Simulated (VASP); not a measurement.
Here is a VASP 6.6.1 calculation.

File INCAR:

```
SYSTEM = HC18
ALGO = Normal ; EDIFF = 1E-7
ENCUT = 520 ; GGA = PE
ISIF = 2 ; ISMEAR = -1
ISPIN = 2 ; IVDW = 12
LASPH = .True. ; LCHARG = .True.
LELF = .True. ; LORBIT = 11
LREAL = Auto ; LVHAR = .True.
LWAVE = .False. ; MAGMOM = 0 0.09 0 0.09 0 0 0 0.08 0 0.09 0 0.08 0 0.08 0 0 0 0 0
NBANDS = 56 ; NELM = 150
PREC = Accurate ; SIGMA = 0.02
```

The input KPOINTS:

```
k-points
0
Gamma
  2 2 1
  0 0 0
```

Contents of POSCAR:

```
HC18
1.0
    7.3980000000      0.0000000000      0.0000000000
   -3.6990000000      6.4068560000      0.0000000000
    0.0000000000      0.0000000000     13.0000000000
C H
18 1
Direct
   -0.0068128553     -0.0057630451      0.0745729231
    0.2151809239      0.1051763923      0.0748367692
   -0.0068755851      0.3276273105      0.0756207692
    0.2148486686      0.4389784943      0.0745407692
   -0.0060583758      0.6609405612      0.0759786154
    0.2156616028      0.7717254766      0.0756701538
    0.3264348184     -0.0065423665      0.0759964615
    0.5470525328      0.1020177447      0.0779339231
    0.3235054664      0.3268333173      0.0743650000
    0.5454356310      0.4421129490      0.0749349231
    0.3266361247      0.6607688701      0.0752588462
    0.5484136350      0.7725528715      0.0745518462
    0.6597828765     -0.0057232440      0.0756237692
    0.8819477783      0.1054562487      0.0750589231
    0.6604684754      0.3270418439      0.0838176923
    0.8853773377      0.4403478087      0.0779206923
    0.6606145537      0.6639428138      0.0743230769
    0.8822620219      0.7722650548      0.0748071538
    0.6089307803      0.3782284166      0.1641880000
```

Potentials or basis: VASP PAW PBE potentials, release 64 (C, H).

Run with:

```bash
$ cat potpaw_PBE.64/C/POTCAR potpaw_PBE.64/H/POTCAR > POTCAR
$ mpirun -np 1 vasp_std > vasp.out
```

(1) Predict the dispersion energy per atom.

(2) Predict the net moment.

(3) Estimate the band gap on the k mesh.

(4) Predict the largest force.

## Answers

(1) -0.085 eV.

(2) 0.00 μB per cell.

(3) none (metal or under the smearing width).

(4) 0.634 eV/Å.

Caveat: the k mesh is coarse (spacing up to 0.49 Å⁻¹), so the values aren't converged.
